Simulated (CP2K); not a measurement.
The system is Ir.

```xyz
1
Lattice="2.7091 0.0000 0.0000 1.3545 2.3461 0.0000 1.3545 0.7820 2.2119" Properties=species:S:1:pos:R:3 pbc="T T T"
Ir    0.0000    0.0000    0.0000
```

Program: CP2K 2026.2. Alike in all runs: task single point; level PBE; no spin polarisation; cell as given; k mesh 12 × 12 × 12; smearing fermi-dirac 0.05 eV.

Problem. Order these runs on this cell by their pressure, lowest first.
A. potentials or basis GTH_POTENTIALS Ir GTH-PADE-q17; DZVP-MOLOPT-SR-GTH basis; potentials Ir GTH-PADE-q17 of GTH_POTENTIALS
B. potentials or basis GTH_POTENTIALS Ir GTH-PBE-q17; DZVP-MOLOPT-SR-GTH basis; potentials Ir GTH-PBE-q17 of GTH_POTENTIALS
C. potentials or basis POTENTIAL_UZH Ir GTH-PBE0-q17; DZVP-MOLOPT-SR-GTH basis; potentials Ir GTH-PBE0-q17 of POTENTIAL_UZH

Solution. A (-4.6 GPa), B (9.0 GPa), C (11.4 GPa).

Caveats: the basis of atomic orbitals isn't converged, which shifts pressures, moduli and gaps; the potentials were made for another functional, which shifts forces and pressure (some runs).
